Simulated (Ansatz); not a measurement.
# Zinc, simple cubic under PBE: from relaxation to bulk modulus

The plan for zinc in the simple cubic structure: relax it, solve it on a dense k-mesh, switch on spin-orbit coupling, then scale the cell to 7 volumes from 88 to 112 % of the relaxed one and try a fit of the equation of state. The k-meshes are 12×12×12 for the relaxation; 20×20×20 for the dense run; 12×12×12 for spin-orbit coupling; 20×20×20 for the volumes.

This is Zn in the simple cubic structure; at room conditions it is hcp.

Method: DFT PBE, plane waves (420 eV) with PAW, scalar-relativistic, in Ansatz 0.2.0.

**1. Starting point**

The structure is cubic, space group Pm-3m (No. 221). The conventional cell has a = 2.542 Å, b = 2.542 Å, c = 2.542 Å, α = 90.00°, β = 90.00°, γ = 90.00°. Zn (site symmetry m-3m) is surrounded by 6 Zn at 2.54 Å.

As a file:

```xyz
1
Lattice="2.5421 0.0000 0.0000 0.0000 2.5421 0.0000 0.0000 0.0000 2.5421" Properties=species:S:1:pos:R:3 pbc="T T T"
Zn    0.0000    0.0000    0.0000
```

**2. Relaxation of the cell**

File input.yaml:

```yaml
crystal:
  lattice:
    - [2.5420818099, 0.0, 0.0]
    - [0.0, 2.5420818099, 0.0]
    - [0.0, 0.0, 2.5420818099]
  atoms:
    - { symbol: Zn, position: [0.0, 0.0, 0.0] }
hamiltonian:
  xc: pbe
  pseudopotentials:
    kind: paw
    azcp:
      Zn: "pseudopotentials/Zn.paw.azcp"
basis:
  ecutwfc: 420
  fft_grid_basis: typed
kpoints:
  mp_grid: { grid: [12, 12, 12], shift: [0, 0, 0] }
magnetization:
  spin_polarized: false
scf:
  occupations: { method: fermi_dirac, width: 0.1 }
relax:
  max_steps: 60
  f_tol: 0.01
  cell: {}
```

Log:

```text
Engine: ansatz 0.2.0, x86_64-unknown-linux-gnu
Pseudopotentials: kind: paw
Pseudopotential: Zn, paw, valence charge 12, recommended cutoff 420 eV (normal), <dir>
Functional definition: PBE
  parameter kappa = 0.804
  parameter beta = 0.06672455060314922
  exchange = pbe_x(kappa = kappa, mu = beta*pi^2/3)
  correlation = pbe_c(beta = beta)
Crystal: 1 atoms, lattice volume = 16.427 Å³
Basis set: ecut = 420 eV, 341 PW (Γ), exchange–correlation on 36×36×36 points (8 copies of the dense FFT grid, shifted against one another)
Bands: 10, of which v1, the nominal top of the filled ones, is band 6 counted from 1 (5 counted from 0)
Symmetry: 48 space group operations
Space group: Pm-3m (ITA 221), of the structure as read, at distance tolerance 2.5e-5 Å
k-points: 84 of 1728
Non-local potential: Zn, projectors of the file, l = 0: 2, l = 1: 2, l = 2: 3, l = 3: 1
PAW form: soft (Blöchl's): semilocal exchange-correlation on the pseudo side does not see the compensation charge
PAW one-centre angular grid: Zn, 590 points (default); XC on 64 Gauss nodes
Initial density: superposition of atomic densities (neutral atoms: chi_scale 0, normalization atom), corrected by the library's trained network
Initial wavefunctions: pseudopotential atomic-orbital guess
Functional: x = pbe(κ = 0.804, μ = 0.2195149727645171), c = pbe(β = 0.06672455060314922)
SCF iter   1: F=—  HF=-3318.773416 eV  |F-HF|=—  |Δ(HF+E_count)|=         —  Δρ=4.41e-3  dr2=2.07e-3  ethr=1.77e-3  ⟨swp⟩=5.0  Hψ=5415  notcnv=0
preconditioner: auto → none  [metal: Δε(μ)=0.106 eV  Ē_g=17.031 eV  σ=0.100 eV  W_gap=0.25  n_scr=6 (ndim 8)  ℏωp=31.7 eV  f_vac=0.000  D(μ)=0.36/eV (n_scr^D=0)  sad-step TF]
SCF iter   2: F=—  HF=-3318.772982 eV  |F-HF|=—  |Δ(HF+E_count)|=   4.33e-4  Δρ=1.80e-3  dr2=1.68e-4  ethr=1.72e-5  ⟨swp⟩=2.0  Hψ=1946  notcnv=0
SCF iter   3: F=—  HF=-3318.772739 eV  |F-HF|=—  |Δ(HF+E_count)|=   2.43e-4  Δρ=4.62e-4  dr2=9.75e-6  ethr=1.40e-6  ⟨swp⟩=2.0  Hψ=1322  notcnv=0
SCF iter   4: F=—  HF=-3318.772733 eV  |F-HF|=—  |Δ(HF+E_count)|=   6.17e-6  Δρ=1.05e-4  dr2=5.17e-7  ethr=8.12e-8  ⟨swp⟩=2.0  Hψ=1343  notcnv=0
SCF iter   5: F=—  HF=-3318.772736 eV  |F-HF|=—  |Δ(HF+E_count)|=   3.06e-6  Δρ=1.40e-4  dr2=1.73e-6  ethr=4.30e-9  ⟨swp⟩=2.0  Hψ=1338  notcnv=0
SCF iter   6: F=—  HF=-3318.772735 eV  |F-HF|=—  |Δ(HF+E_count)|=   4.86e-7  Δρ=5.11e-5  dr2=2.37e-7  ethr=4.30e-9  ⟨swp⟩=2.0  Hψ=1258  notcnv=0
SCF iter   7: F=-3318.772735 eV  HF=-3318.772735 eV  |F-HF|=4.73e-9  |Δ(HF+E_count)|=   7.89e-8  Δρ=6.89e-6  dr2=4.27e-9  ethr=8.33e-10  ⟨swp⟩=4.2  Hψ=2688  notcnv=0
SCF 1 converged in 7 iterations: F = -3318.772735 eV  dr2 = 4.27e-9
relax step   1: F+E_penalty+E_count = -3318.77273514 eV  Δ(F+E_penalty+E_count) = +0.000e0 eV  max|allowed force component| = 0.000e0 eV/Å  Δτ_max = 0.0000 Å  P = +6.298 GPa  Ω = 16.427 Å³  (7 SCF iters, dr2 threshold 1.00e-7 eV, accepted)
Crystal: 1 atoms, lattice volume = 17.284 Å³
Initial density: handed on by an earlier stage of this run
Initial wavefunctions: those handed on with the density
iter 1 solved again at ethr=1.98e-5 eV; its pass at ethr=3.10e-3 eV (dr2=2.38e-3 eV) is discarded
SCF iter   1: F=—  HF=-3318.796771 eV  |F-HF|=—  |Δ(HF+E_count)|=         —  Δρ=4.72e-3  dr2=2.56e-3  ethr=1.98e-5  ⟨swp⟩=1.9  Hψ=8267  notcnv=0
preconditioner: auto → none  [metal: Δε(μ)=0.027 eV  Ē_g=16.613 eV  σ=0.100 eV  W_gap=0.07  n_scr=6 (ndim 8)  ℏωp=30.9 eV  f_vac=0.000  D(μ)=0.39/eV (n_scr^D=0)]
SCF iter   2: F=—  HF=-3318.796182 eV  |F-HF|=—  |Δ(HF+E_count)|=   5.89e-4  Δρ=1.86e-3  dr2=2.60e-4  ethr=1.98e-5  ⟨swp⟩=2.0  Hψ=1453  notcnv=0
SCF iter   3: F=—  HF=-3318.795903 eV  |F-HF|=—  |Δ(HF+E_count)|=   2.79e-4  Δρ=5.50e-4  dr2=4.34e-5  ethr=2.17e-6  ⟨swp⟩=2.0  Hψ=1336  notcnv=0
SCF iter   4: F=—  HF=-3318.795876 eV  |F-HF|=—  |Δ(HF+E_count)|=   2.66e-5  Δρ=5.69e-5  dr2=3.50e-7  ethr=3.62e-7  ⟨swp⟩=2.2  Hψ=1353  notcnv=0
SCF iter   5: F=-3318.795877 eV  HF=-3318.795877 eV  |F-HF|=4.96e-9  |Δ(HF+E_count)|=   2.47e-7  Δρ=7.59e-6  dr2=3.04e-9  ethr=8.33e-10  ⟨swp⟩=4.9  Hψ=3026  notcnv=0
SCF 2 converged in 5 iterations: F = -3318.795877 eV  dr2 = 3.04e-9
relax step   2: F+E_penalty+E_count = -3318.79587672 eV  Δ(F+E_penalty+E_count) = -2.314e-2 eV  max|allowed force component| = 0.000e0 eV/Å  Δτ_max = 0.0000 Å  P = +2.733 GPa  Ω = 17.284 Å³  energy of the carried Pulay correction = -5.286e-4 eV  (5 SCF iters, dr2 threshold 1.00e-7 eV, accepted)
Crystal: 1 atoms, lattice volume = 18.003 Å³
Basis set: ecut = 420 eV, 365 PW (Γ), exchange–correlation on 36×36×36 points (8 copies of the dense FFT grid, shifted against one another)
iter 1 solved again at ethr=1.14e-5 eV; its pass at ethr=3.10e-3 eV (dr2=1.37e-3 eV) is discarded
SCF iter   1: F=—  HF=-3318.802900 eV  |F-HF|=—  |Δ(HF+E_count)|=         —  Δρ=3.49e-3  dr2=1.48e-3  ethr=1.14e-5  ⟨swp⟩=1.8  Hψ=8442  notcnv=0
preconditioner: auto → none  [metal: Δε(μ)=0.006 eV  Ē_g=16.254 eV  σ=0.100 eV  W_gap=0.01  n_scr=6 (ndim 8)  ℏωp=30.3 eV  f_vac=0.000  D(μ)=0.42/eV (n_scr^D=0)]
SCF iter   2: F=—  HF=-3318.802561 eV  |F-HF|=—  |Δ(HF+E_count)|=   3.39e-4  Δρ=1.38e-3  dr2=1.48e-4  ethr=1.14e-5  ⟨swp⟩=2.0  Hψ=1312  notcnv=0
SCF iter   3: F=—  HF=-3318.802403 eV  |F-HF|=—  |Δ(HF+E_count)|=   1.58e-4  Δρ=4.01e-4  dr2=2.49e-5  ethr=1.23e-6  ⟨swp⟩=2.0  Hψ=1339  notcnv=0
SCF iter   4: F=—  HF=-3318.802386 eV  |F-HF|=—  |Δ(HF+E_count)|=   1.69e-5  Δρ=4.60e-5  dr2=2.85e-7  ethr=2.07e-7  ⟨swp⟩=2.1  Hψ=1317  notcnv=0
SCF iter   5: F=-3318.802386 eV  HF=-3318.802386 eV  |F-HF|=1.68e-9  |Δ(HF+E_count)|=   3.03e-8  Δρ=1.16e-5  dr2=1.03e-8  ethr=8.33e-10  ⟨swp⟩=4.8  Hψ=3015  notcnv=0
SCF 3 converged in 5 iterations: F = -3318.802386 eV  dr2 = 1.03e-8
relax step   3: F+E_penalty+E_count = -3318.80238600 eV  Δ(F+E_penalty+E_count) = -6.509e-3 eV  max|allowed force component| = 0.000e0 eV/Å  Δτ_max = 0.0000 Å  P = +0.450 GPa  Ω = 18.003 Å³  energy of the carried Pulay correction = -9.522e-4 eV  (5 SCF iters, dr2 threshold 1.00e-7 eV, accepted)
Crystal: 1 atoms, lattice volume = 18.165 Å³
iter 1 solved again at ethr=6.76e-7 eV; its pass at ethr=3.10e-3 eV (dr2=8.11e-5 eV) is discarded
SCF iter   1: F=—  HF=-3318.802549 eV  |F-HF|=—  |Δ(HF+E_count)|=         —  Δρ=7.10e-4  dr2=6.25e-5  ethr=6.76e-7  ⟨swp⟩=2.1  Hψ=7719  notcnv=0
preconditioner: auto → none  [metal: Δε(μ)=0.013 eV  Ē_g=16.139 eV  σ=0.100 eV  W_gap=0.03  n_scr=6 (ndim 8)  ℏωp=30.2 eV  f_vac=0.000  D(μ)=0.43/eV (n_scr^D=0)]
SCF iter   2: F=—  HF=-3318.802529 eV  |F-HF|=—  |Δ(HF+E_count)|=   1.93e-5  Δρ=2.65e-4  dr2=5.32e-6  ethr=5.21e-7  ⟨swp⟩=2.1  Hψ=1303  notcnv=0
SCF iter   3: F=—  HF=-3318.802523 eV  |F-HF|=—  |Δ(HF+E_count)|=   5.99e-6  Δρ=8.60e-5  dr2=1.15e-6  ethr=4.43e-8  ⟨swp⟩=2.0  Hψ=1343  notcnv=0
SCF iter   4: F=-3318.802523 eV  HF=-3318.802523 eV  |F-HF|=6.38e-9  |Δ(HF+E_count)|=   5.36e-7  Δρ=9.95e-6  dr2=1.28e-8  ethr=8.33e-10  ⟨swp⟩=3.1  Hψ=3496  notcnv=0
SCF 4 converged in 4 iterations: F = -3318.802523 eV  dr2 = 1.28e-8
relax step   4: F+E_penalty+E_count = -3318.80252273 eV  Δ(F+E_penalty+E_count) = -1.367e-4 eV  max|allowed force component| = 0.000e0 eV/Å  Δτ_max = 0.0000 Å  P = +0.008 GPa  Ω = 18.165 Å³  energy of the carried Pulay correction = -1.045e-3 eV  (4 SCF iters, dr2 threshold 1.00e-7 eV, accepted)
Initial wavefunctions: pseudopotential atomic-orbital guess (no wavefunctions were taken with the density)
iter 1 solved again at ethr=3.16e-6 eV; its pass at ethr=3.10e-3 eV (dr2=3.80e-4 eV) is discarded
SCF iter   1: F=—  HF=-3318.801686 eV  |F-HF|=—  |Δ(HF+E_count)|=         —  Δρ=1.21e-3  dr2=6.68e-6  ethr=3.16e-6  ⟨swp⟩=2.1  Hψ=7247  notcnv=0
preconditioner: auto → none  [metal: Δε(μ)=0.013 eV  Ē_g=16.128 eV  σ=0.100 eV  W_gap=0.03  n_scr=6 (ndim 8)  ℏωp=30.2 eV  f_vac=0.000  D(μ)=0.43/eV (n_scr^D=0)]
SCF iter   2: F=—  HF=-3318.802942 eV  |F-HF|=—  |Δ(HF+E_count)|=   1.26e-3  Δρ=6.32e-4  dr2=4.87e-6  ethr=5.57e-8  ⟨swp⟩=2.0  Hψ=1347  notcnv=0
SCF iter   3: F=—  HF=-3318.803293 eV  |F-HF|=—  |Δ(HF+E_count)|=   3.51e-4  Δρ=2.14e-4  dr2=1.23e-6  ethr=4.06e-8  ⟨swp⟩=2.0  Hψ=1333  notcnv=0
SCF iter   4: F=—  HF=-3318.803331 eV  |F-HF|=—  |Δ(HF+E_count)|=   3.80e-5  Δρ=3.89e-5  dr2=1.60e-8  ethr=1.03e-8  ⟨swp⟩=2.0  Hψ=1294  notcnv=0
SCF iter   5: F=—  HF=-3318.803332 eV  |F-HF|=—  |Δ(HF+E_count)|=   1.49e-6  Δρ=3.57e-6  dr2=6.38e-10  ethr=1.33e-10  ⟨swp⟩=2.4  Hψ=1358  notcnv=0
SCF iter   6: F=-3318.803332 eV  HF=-3318.803332 eV  |F-HF|=3.00e-11  |Δ(HF+E_count)|=   1.10e-8  Δρ=2.58e-7  dr2=9.11e-12  ethr=1.00e-12  ⟨swp⟩=4.0  Hψ=3716  notcnv=0
SCF 5 converged in 6 iterations: F = -3318.803332 eV  dr2 = 9.11e-12
relax step   5: F+E_penalty+E_count = -3318.80333209 eV  Δ(F+E_penalty+E_count) = -8.094e-4 eV  max|allowed force component| = 0.000e0 eV/Å  Δτ_max = 0.0000 Å  P = -0.033 GPa  Ω = 18.165 Å³  stress off target by 3.27e-2 GPa  SCF on the basis re-selected at this cell (its energy is not comparable with the rows above)  (6 SCF iters)
basis re-selected at this cell: Δ(F+E_penalty+E_count) = -8.094e-4 eV, ΔP = -0.041 GPa vs the last step (what re-selecting the basis moved, of the pressure what is left beyond the Pulay correction that the steps carried, after the strain that the cell walked since its last selection, with what the two solves' SCF thresholds leave and, on support functions, any second-order correction that the steps lacked; it is no measure of the basis error at this ecutwfc). This SCF's stress stands 3.27e-2 GPa from its target on what of the cell is left free (relax.cell.stress_tol is 5.00e-2 GPa) and its largest allowed force component is 0.00e0 eV/Å (relax.f_tol is 1.00e-2 eV/Å): within both
SCF converged after 6 iterations
Free energy (F): -3318.803332 eV
Harris-Foulkes:  -3318.803332 eV  (|F-HF|=3.00e-11)
Internal energy: -3318.789902 eV  (E = F + TS)
E sigma→0 (E₀):  -3318.796617 eV
Entropy (-TS):   -0.013430 eV (-13.430 meV/atom)
Fermi energy:    8.421454 eV
--- Per-component energies (eV) ---
  E_band       = 22.148761
  E_kinetic    = 130.333569
  E_local      = -1682.280541  (includes V_loc(G=0)·N_el)
  E_nonlocal   = 610.566851
  E_hartree    = 703.385348
  E_xc         = -137.153587
  E_vxc        = -51.769937  (∫ρ·V_xc dr)
  E_paw        = -1824.615065  (= ΣΔE_a)
  E_vpaw       = -391.471559  (= ΣTr[D̂ρ^β])
  E_aug_tail   = -0.000387  (compensation charges beyond the density's cutoff)
  E_ewald      = -1119.026090
  E_smearing   = -0.013430  (= −TS)
  E_closure    = 0.000000  (closes the sum)
  Σ components = -3318.803332   (vs F -3318.803332, Δ=0.00e0)
--- Forces (eV/Å), atoms counted from 1 ---
  atom   1  Zn     0.00000000     0.00000000     0.00000000
  max |Σ_I F_I| component: 4.62e-33 eV/Å
--- Stress (GPa, compression-positive) ---
       -0.032678       0.000000      -0.000000
        0.000000      -0.032678      -0.000000
       -0.000000      -0.000000      -0.032678
  P = ⅓ Tr σ = -0.0327 GPa (-0.327 kbar)
--- Relaxed structure (4 steps of the walk, 4 accepted, 1 SCFs on fresh bases) ---
  F+E_penalty+E_count = -3318.80333209 eV   max|allowed force component| = 0.000e0 eV/Å   (the final SCF, on the basis selected at the relaxed cell)
  cell:  # Å, volume = 18.1655 Å³
    - [2.628748005615503, -1.6049416203226967e-33, -2.567906592516314e-34]
    - [-1.4765462906968805e-33, 2.628748005615503, 0.0]
    - [-1.2839532962581573e-33, 0.0, 2.628748005615503]
  atoms:
    - { symbol: Zn, position: [0.0, 0.0, 0.0] }
```

It took 8.8 s on 1 thread of an x86-64 CPU, shared host; peak memory 0.47 GiB.

The steps of the relaxation:

| step | energy change (meV/atom) | largest force (eV/Å) | pressure (GPa) | volume (Å³/atom) |
| --- | --- | --- | --- | --- |
| 1 | 0.00 | 0.0000 | 6.30 | 16.427 |
| 2 | -23.14 | 0.0000 | 2.73 | 17.284 |
| 3 | -29.65 | 0.0000 | 0.45 | 18.003 |
| 4 | -29.79 | 0.0000 | 0.01 | 18.165 |
| 5 | -30.60 | 0.0000 | -0.03 | 18.165 |

Steps that repeat a cell are solved on a basis chosen anew, so their changes of energy are no gain of the relaxation.

Changes in the cell that was computed:

|  | before | after | change |
| --- | --- | --- | --- |
| a (Å) | 2.542 | 2.629 | +3.4 % |
| b (Å) | 2.542 | 2.629 | +3.4 % |
| c (Å) | 2.542 | 2.629 | +3.4 % |
| volume (Å³/atom) | 16.427 | 18.165 | +10.6 % |
| shortest distance (Å) | 2.542 | 2.629 | +3.4 % |
| space group (spins left aside) | Pm-3m | Pm-3m | same |

**3. Dense single point**

File input.yaml:

```yaml
crystal:
  lattice:
    - [2.6287480056, 0.0, 0.0]
    - [0.0, 2.6287480056, 0.0]
    - [0.0, 0.0, 2.6287480056]
  atoms:
    - { symbol: Zn, position: [0.0, 0.0, 0.0] }
hamiltonian:
  xc: pbe
  pseudopotentials:
    kind: paw
    azcp:
      Zn: "pseudopotentials/Zn.paw.azcp"
basis:
  ecutwfc: 420
  fft_grid_basis: typed
kpoints:
  mp_grid: { grid: [20, 20, 20], shift: [0, 0, 0] }
magnetization:
  spin_polarized: false
scf:
  occupations: { method: fermi_dirac, width: 0.1 }
```

Log (excerpt; [...] marks lines left out):

```text
[...]
Pseudopotentials: kind: paw
Pseudopotential: Zn, paw, valence charge 12, recommended cutoff 420 eV (normal), <dir>
Functional definition: PBE
[...]
Crystal: 1 atoms, lattice volume = 18.165 Å³
Basis set: ecut = 420 eV, 365 PW (Γ)
Bands: 10, of which v1, the nominal top of the filled ones, is band 6 counted from 1 (5 counted from 0)
Symmetry: 48 space group operations
Space group: Pm-3m (ITA 221), of the structure as read, at distance tolerance 2.6e-5 Å
k-points: 286 of 8000
[...]
SCF iter   1: F=—  HF=-3318.808317 eV  |F-HF|=—  |Δ(HF+E_count)|=         —  Δρ=4.18e-3  dr2=2.12e-3  ethr=1.77e-3  ⟨swp⟩=5.3  Hψ=18384  notcnv=0
[...]
SCF iter   7: F=-3318.807676 eV  HF=-3318.807676 eV  |F-HF|=2.98e-8  |Δ(HF+E_count)|=   1.04e-7  Δρ=1.59e-5  dr2=2.63e-8  ethr=8.33e-10  ⟨swp⟩=2.9  Hψ=6564  notcnv=0
[...]
SCF converged after 7 iterations
Free energy (F): -3318.807676 eV
[...]
E sigma→0 (E₀):  -3318.801896 eV
Entropy (-TS):   -0.011560 eV (-11.560 meV/atom)
Fermi energy:    8.418092 eV
[...]
```

Run time: 5.3 s. Hardware: 1 thread of an x86-64 CPU, shared host; peak memory 0.5 GiB.

**4. With spin-orbit coupling**

input.yaml: that of step 3 with these lines changed.

```diff
@@ -10,3 +10,3 @@
   pseudopotentials:
-    kind: paw
+    kind: paw_fr
     azcp:
@@ -17,5 +17,6 @@
 kpoints:
-  mp_grid: { grid: [20, 20, 20], shift: [0, 0, 0] }
+  mp_grid: { grid: [12, 12, 12], shift: [0, 0, 0] }
 magnetization:
-  spin_polarized: false
+  noncollinear: true
+  spin_orbit: true
 scf:
```

Log (excerpt; [...] marks lines left out):

```text
[...]
Pseudopotentials: kind: paw_fr
Pseudopotential: Zn, paw_fr, valence charge 12, recommended cutoff 420 eV (normal), <dir>
Functional definition: PBE
[...]
non-collinear run that drives no moment, with spin-orbit: no starting moment large enough to seed its density (crystal.atoms[].spin), no starting occupations that ask for one, no magnetisation constraint and no magnetic field, so the semilocal B_xc is pinned to zero
Crystal: 1 atoms, lattice volume = 18.165 Å³
Basis set: ecut = 420 eV, 365 PW (Γ)
Bands: 20, of which v1, the nominal top of the filled ones, is band 12 counted from 1 (11 counted from 0)
Symmetry: 48 space group operations + 48 with time reversal
Magnetic group: BNS 221.93 (UNI 1595), of the structure as read, at distance tolerance 2.6e-5 Å
k-points: 84 of 1728
Projection manifold: j_resolved (fully-relativistic pseudo-atomic orbitals)
[...]
SCF iter   1: F=—  HF=-3318.949527 eV  |F-HF|=—  |Δ(HF+E_count)|=         —  Δρ=3.90e-2  dr2=2.53e-1  dr2_m=0.00e0 (ungated)  ethr=3.10e-3  |M|=0.00e0 ∫|m|=0.00e0 μB  |m|>n=0.0e0 m-floor=0.0e0 τ_xc=0.0e0  β_m=0.30  ⟨swp⟩=5.4  Hψ=4285  notcnv=0  defer=18
[...]
SCF iter   7: F=-3318.870541 eV  HF=-3318.870541 eV  |F-HF|=1.73e-11  |Δ(HF+E_count)|=   4.52e-9  Δρ=1.10e-6  dr2=1.41e-10  dr2_m=0.00e0 (ungated)  ethr=8.33e-10  |M|=0.00e0 ∫|m|=0.00e0 μB  |m|>n=0.0e0 m-floor=0.0e0 τ_xc=0.0e0  ⟨swp⟩=2.8  Hψ=1830  notcnv=0
[...]
SCF converged after 7 iterations
Magnetization: |M| = 0.0000 μB,  M = (+0.0000, +0.0000, +0.0000) μB
Absolute magnetization: 0.0000 μB (∫|m|)
  site 0: m = (+0.0000, +0.0000, +0.0000) μB, |m| = 0.0000 μB  (R = 1.08 Å)
Free energy (F): -3318.870541 eV
[...]
E sigma→0 (E₀):  -3318.863816 eV
Entropy (-TS):   -0.013450 eV (-13.450 meV/atom)
Fermi energy:    8.420643 eV
[...]
```

Run time: 6.4 s. Hardware: 1 thread of an x86-64 CPU, shared host; peak memory 0.47 GiB.

With and without spin-orbit coupling:

|  | scalar-relativistic | with spin-orbit coupling |
| --- | --- | --- |
| k-mesh | 20×20×20 | 12×12×12 |
| gap on the mesh | none (levels filled in part) | none (levels filled in part) |

The meshes differ, so small differences between the columns need not come from spin-orbit coupling.

**5. Volume × 0.88**

File input.yaml:

```yaml
crystal:
  lattice:
    - [2.5190870787, 0.0, 0.0]
    - [0.0, 2.5190870787, 0.0]
    - [0.0, 0.0, 2.5190870787]
  atoms:
    - { symbol: Zn, position: [0.0, 0.0, 0.0] }
hamiltonian:
  xc: pbe
  pseudopotentials:
    kind: paw
    azcp:
      Zn: "pseudopotentials/Zn.paw.azcp"
basis:
  ecutwfc: 420
  fft_grid_basis: typed
kpoints:
  mp_grid: { grid: [20, 20, 20], shift: [0, 0, 0] }
magnetization:
  spin_polarized: false
scf:
  occupations: { method: fermi_dirac, width: 0.1 }
output:
  stress: true
```

Log (excerpt; [...] marks lines left out):

```text
[...]
Pseudopotentials: kind: paw
Pseudopotential: Zn, paw, valence charge 12, recommended cutoff 420 eV (normal), <dir>
Functional definition: PBE
[...]
Crystal: 1 atoms, lattice volume = 15.986 Å³
Basis set: ecut = 420 eV, 305 PW (Γ)
Bands: 10, of which v1, the nominal top of the filled ones, is band 6 counted from 1 (5 counted from 0)
Symmetry: 48 space group operations
Space group: Pm-3m (ITA 221), of the structure as read, at distance tolerance 2.5e-5 Å
k-points: 286 of 8000
[...]
SCF iter   1: F=—  HF=-3318.756216 eV  |F-HF|=—  |Δ(HF+E_count)|=         —  Δρ=4.27e-3  dr2=1.98e-3  ethr=1.77e-3  ⟨swp⟩=4.9  Hψ=18466  notcnv=0
[...]
SCF iter   7: F=-3318.755493 eV  HF=-3318.755493 eV  |F-HF|=1.09e-11  |Δ(HF+E_count)|=   8.03e-8  Δρ=3.68e-7  dr2=1.43e-11  ethr=8.33e-10  ⟨swp⟩=4.2  Hψ=9222  notcnv=0
[...]
SCF converged after 7 iterations
Free energy (F): -3318.755493 eV
[...]
E sigma→0 (E₀):  -3318.750052 eV
Entropy (-TS):   -0.010882 eV (-10.882 meV/atom)
Fermi energy:    10.126940 eV
[...]
--- Stress (GPa, compression-positive) ---
        8.641868      -0.000000       0.000000
        0.000000       8.641868       0.000000
        0.000000       0.000000       8.641868
  P = ⅓ Tr σ = 8.6419 GPa (86.419 kbar)
```

Wall time 4.7 s (1 thread of an x86-64 CPU, shared host); peak memory 0.51 GiB.

**6. Volume × 0.92**

input.yaml: that of step 5 with these lines changed.

```diff
@@ -2,5 +2,5 @@
   lattice:
-    - [2.5190870787, 0.0, 0.0]
-    - [0.0, 2.5190870787, 0.0]
-    - [0.0, 0.0, 2.5190870787]
+    - [2.5566909372, 0.0, 0.0]
+    - [0.0, 2.5566909372, 0.0]
+    - [0.0, 0.0, 2.5566909372]
   atoms:
```

Log (excerpt; [...] marks lines left out):

```text
[...]
Pseudopotentials: kind: paw
Pseudopotential: Zn, paw, valence charge 12, recommended cutoff 420 eV (normal), <dir>
Functional definition: PBE
[...]
Crystal: 1 atoms, lattice volume = 16.712 Å³
Basis set: ecut = 420 eV, 341 PW (Γ)
Bands: 10, of which v1, the nominal top of the filled ones, is band 6 counted from 1 (5 counted from 0)
Symmetry: 48 space group operations
Space group: Pm-3m (ITA 221), of the structure as read, at distance tolerance 2.6e-5 Å
k-points: 286 of 8000
[...]
SCF iter   1: F=—  HF=-3318.786919 eV  |F-HF|=—  |Δ(HF+E_count)|=         —  Δρ=4.35e-3  dr2=2.15e-3  ethr=1.77e-3  ⟨swp⟩=5.1  Hψ=18433  notcnv=0
[...]
SCF iter   7: F=-3318.786252 eV  HF=-3318.786252 eV  |F-HF|=3.88e-9  |Δ(HF+E_count)|=   8.99e-8  Δρ=6.07e-6  dr2=3.44e-9  ethr=8.33e-10  ⟨swp⟩=4.3  Hψ=9301  notcnv=0
[...]
SCF converged after 7 iterations
Free energy (F): -3318.786252 eV
[...]
E sigma→0 (E₀):  -3318.780690 eV
Entropy (-TS):   -0.011124 eV (-11.124 meV/atom)
Fermi energy:    9.505237 eV
[...]
--- Stress (GPa, compression-positive) ---
        5.066745       0.000000      -0.000000
        0.000000       5.066745       0.000000
        0.000000       0.000000       5.066745
  P = ⅓ Tr σ = 5.0667 GPa (50.667 kbar)
```

Wall time 5.2 s (1 thread of an x86-64 CPU, shared host); peak memory 0.51 GiB.

(Part 1 of 2 ends here.)
